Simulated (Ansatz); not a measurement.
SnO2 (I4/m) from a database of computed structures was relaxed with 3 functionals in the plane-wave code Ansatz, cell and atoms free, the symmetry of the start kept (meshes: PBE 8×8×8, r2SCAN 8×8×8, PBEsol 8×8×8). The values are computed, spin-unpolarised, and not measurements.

The r2SCAN result:
```yaml
crystal:
  lattice:
    - [-5.32767, 5.32767, 1.59492]
    - [5.32767, -5.32767, 1.59492]
    - [5.32767, 5.32767, -1.59492]
  atoms:
    - { symbol: Sn, position: [0.34954, 0.16609, 0.51563] }
    - { symbol: Sn, position: [0.83391, 0.34954, 0.18344] }
    - { symbol: Sn, position: [0.16609, 0.65046, 0.81656] }
    - { symbol: Sn, position: [0.65046, 0.83391, 0.48437] }
    - { symbol: O, position: [0.15988, 0.45880, 0.61868] }
    - { symbol: O, position: [0.54120, 0.15988, 0.70108] }
    - { symbol: O, position: [0.45880, 0.84012, 0.29892] }
    - { symbol: O, position: [0.84012, 0.54120, 0.38132] }
    - { symbol: O, position: [0.84333, 0.79038, 0.63371] }
    - { symbol: O, position: [0.20962, 0.84333, 0.05296] }
    - { symbol: O, position: [0.15667, 0.20962, 0.36629] }
    - { symbol: O, position: [0.79038, 0.15667, 0.94704] }
```

The symmetry is I4/m (No. 87, tetragonal); a = 10.655 Å, c = 3.190 Å in the conventional setting, 15.09 Å³ an atom. Sn has 6 O at 2.04–2.11 Å; O has 3 Sn at 2.04–2.08 Å; O has 3 Sn at 2.07–2.11 Å.

Question: Order the functionals by the relaxed volume, smallest first.
A. r2SCAN
B. PBE
C. PBEsol

Answer: A (15.09 Å³/atom), C (15.20 Å³/atom), B (15.71 Å³/atom).

Question: How does the cell change with PBE?

Answer: a = 10.806 Å, c = 3.228 Å; the volume differs by +4.1 % from r2SCAN's. Sn has 6 O at 2.07–2.14 Å; O has 3 Sn at 2.07–2.11 Å; O has 3 Sn at 2.10–2.14 Å.

Question: What lattice does PBEsol give?

Answer: a = 10.683 Å, c = 3.197 Å; the volume differs by +0.7 % from r2SCAN's. Sn is surrounded by 6 O at 2.05–2.12 Å; O is surrounded by 3 Sn at 2.05–2.08 Å; O is surrounded by 3 Sn at 2.08–2.12 Å.

Question: Held at the r2SCAN cell, what mean stress does PBE find, and does its sign point to its own minimum?

Answer: Yes. PBE +6.08 GPa, and its relaxed volume is +4.1 % from r2SCAN's. Compression counts positive, so a positive stress asks for a larger cell.
